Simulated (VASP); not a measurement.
From VASP inputs to Ansatz: TiO₂ (strained fluorite)

INCAR

```
PREC = Accurate
ENCUT = 520
LCHARG = .FALSE.
NSW = 0
NBANDS = 19
LASPH = .TRUE.
GGA = PE
ISIF = 2
NELM = 120
LREAL = .FALSE.
EDIFF = 1E-7
SIGMA = 0.02
LWAVE = .FALSE.
IBRION = -1
ISMEAR = -1
```

KPOINTS

```
KPOINTS created by Atomic Simulation Environment
0
Gamma
10 10 10
0 0 0
```

KPOINTS_OPT

```
special points
7
Reciprocal
0.0000000000 0.0000000000 0.0000000000 1
0.5000000000 0.0000000000 0.5000000000 1
0.6250000000 0.2500000000 0.6250000000 1
0.3750000000 0.3750000000 0.7500000000 1
0.5000000000 0.5000000000 0.5000000000 1
0.5000000000 0.2500000000 0.7500000000 1
0.0000000000 0.5000000000 0.5000000000 1
```

POSCAR

```
Ti O
 1.0000000000000000
    -0.0159788484000000    2.3808484095000000    2.3808484095000000
     2.3808484095000000   -0.0159788484000000    2.3808484095000000
     2.3808484095000000    2.3808484095000000   -0.0159788484000000
 Ti  O
   1   2
Cartesian
 -0.0000000000000000 -0.0000000000000000 -0.0000000000000000
  1.1884001271130102  1.1884001271130102  1.1884001271130105
  3.5573178434869899  3.5573178434869899  3.5573178434869894
```

VASP ran with the recommended PBE PAW datasets (24 valence electrons in the cell).

Problem. Translate these files to an Ansatz input.

Solution. 

```yaml
crystal:
  lattice:
    - [-0.0159788484, 2.3808484095, 2.3808484095]
    - [2.3808484095, -0.0159788484, 2.3808484095]
    - [2.3808484095, 2.3808484095, -0.0159788484]
  atoms:
    - { symbol: Ti, position: [0.0, 0.0, 0.0] }
    - { symbol: O, position: [0.2504152447, 0.2504152447, 0.2504152447] }
    - { symbol: O, position: [0.7495847553, 0.7495847553, 0.7495847553] }
kpoints:
  mp_grid: { grid: [10, 10, 10] }
  band_path:
    path:
      - [0.0, 0.0, 0.0]
      - [0.5, 0.0, 0.5]
      - [0.625, 0.25, 0.625]
      - [0.375, 0.375, 0.75]
      - [0.5, 0.5, 0.5]
      - [0.5, 0.25, 0.75]
      - [0.0, 0.5, 0.5]
    npoints: 1
hamiltonian:
  xc: pbe
scf:
  occupations: { method: fermi_dirac, width: 0.02 }
  n_extra_bands: 4
output:
  forces: true
  stress: true
  eigenvalues: true
  write_density: true
  write_potential: true
  elf: true
  volumetric_format: npy
```

Other inputs would serve too.

```tsv
	VASP	Ansatz
gap between bands v and c	1.14 eV	1.15 eV
least direct gap	1.86 eV	1.87 eV
pressure	9.6 GPa	8.7 GPa
```

Each program uses its own PAW datasets. VASP's cell holds 24 valence electrons and Ansatz's 24. Ansatz's stress includes a Pulay correction; VASP's doesn't.
